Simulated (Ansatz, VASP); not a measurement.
## Pb in VASP and in Ansatz

Contents of INCAR:

```
ALGO = Normal
EDIFF = 1E-6
ENCUT = 520
GGA = PS
ISIF = 2
ISMEAR = -1
LASPH = T
LCHARG = F
LREAL = F
LWAVE = F
NBANDS = 13
NELM = 80
PREC = Accurate
SIGMA = 0.1
```

KPOINTS

```
k-points
0
Gamma
  18 18 18
```

File POSCAR:

```
Pb
1.0
    0.0000000000      2.4959304148      2.4959304148
    2.4959304148      0.0000000000      2.4959304148
    2.4959304148      2.4959304148      0.0000000000
Pb
1
Direct
    0.0000000000      0.0000000000      0.0000000000
```

Input for Ansatz:

```yaml
crystal:
  lattice:
    - [0.0, 2.4959304148, 2.4959304148]
    - [2.4959304148, 0.0, 2.4959304148]
    - [2.4959304148, 2.4959304148, 0.0]
  atoms:
    - { symbol: Pb, position: [0.0, 0.0, 0.0] }
hamiltonian:
  xc: pbesol
  pseudopotentials:
    kind: paw
    azcp:
      Pb: "pseudopotentials/Pb.paw.azcp"
basis:
  ecutwfc: 420
  fft_grid_basis: typed
kpoints:
  mp_grid: { grid: [18, 18, 18], shift: [0, 0, 0] }
magnetization:
  spin_polarized: false
scf:
  occupations: { method: fermi_dirac, width: 0.1 }
output:
  stress: true
```

Alike in both runs: task single point; functional PBEsol; k mesh 18 × 18 × 18; occupations fermi-dirac, width 0.1 eV; no spin polarisation.

|  | VASP | Ansatz |
| --- | --- | --- |
| version | VASP 6.6.1 | Ansatz 0.2.0 |
| potentials or method | VASP PAW PBE potentials, release 64 (Pb_d) | plane waves (420 eV) with PAW, scalar-relativistic |
| plane-wave cutoff (eV) | 520 | 420 |
| valence electrons in the cell | 14 | 14 |

|  | VASP | Ansatz | Ansatz less VASP |
| --- | --- | --- | --- |
| pressure (GPa) | -1.6 | -1.5 | +0.08 |

Ansatz warned: «pseudo_functional_mismatch».

Caveats: the PAW data sets were made with another functional, which shifts forces and pressure a little (VASP). Spin-orbit coupling is left out, which matters for the levels of Pb.
